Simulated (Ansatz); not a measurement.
# BAs under changes of volume

One of the cells (13.626 Å³/atom); the others are scaled copies at fixed shape and fractional positions:

```
As B
1.0
     0.00000    2.38850    2.38850
     2.38850    0.00000    2.38850
     2.38850    2.38850    0.00000
As B
1 1
Direct
  0.75000 0.75000 0.75000
  0.00000 0.00000 0.00000
```

* Program: Ansatz 0.2.0
* Functional: r2SCAN
* Potentials or basis: Ansatz PAW
* Cutoff: 500 eV (not typed: the program's choice for these potentials)
* k mesh: 10 × 10 × 10
* Occupations: fermi-dirac, width 0.05 eV
* Spin: no spin polarisation

| volume (Å³/atom) | energy over the lowest point (meV/atom) | pressure (GPa) | gap on the mesh (eV) |
| --- | --- | --- | --- |
| 12.809 | 27.47 | 10.7 | 1.30 |
| 13.081 | 12.53 | 7.0 | 1.33 |
| 13.354 | 3.56 | 3.6 | 1.35 |
| 13.626 | 0.00 | 0.6 | 1.37 |
| 13.899 | 1.32 | -2.1 | 1.39 |
| 14.171 | 7.05 | -4.6 | 1.41 |
| 14.444 | ? | ? | ? |

What does the run at 14.444 Å³/atom give?

Energy over the lowest point 16.77 meV/atom; pressure -6.8 GPa; gap on the mesh 1.43 eV.

Worked out: A Birch-Murnaghan fit of order 3 (a polynomial in V^(-2/3)) to the other rows has its minimum at 13.68 Å³/atom with B0 = V·E''(V) = 141 GPa and B' = 4.1. It gives 16.79 meV/atom at 14.444 Å³/atom, against the run's 16.77, and -dE/dV = -6.8 GPa, against -6.8. A straight line through the other rows of the gap, of slope 1.06 eV per unit of ln V, extrapolates to 1.43 eV, against the run's 1.43.

Energies are extrapolated to zero smearing.

Caveats: the PAW data sets come from PBE, with cores solved anew for the run's functional, which leaves a small shift of forces and pressure.

A mesh can miss the band edges. Spin-orbit coupling on As is left out.
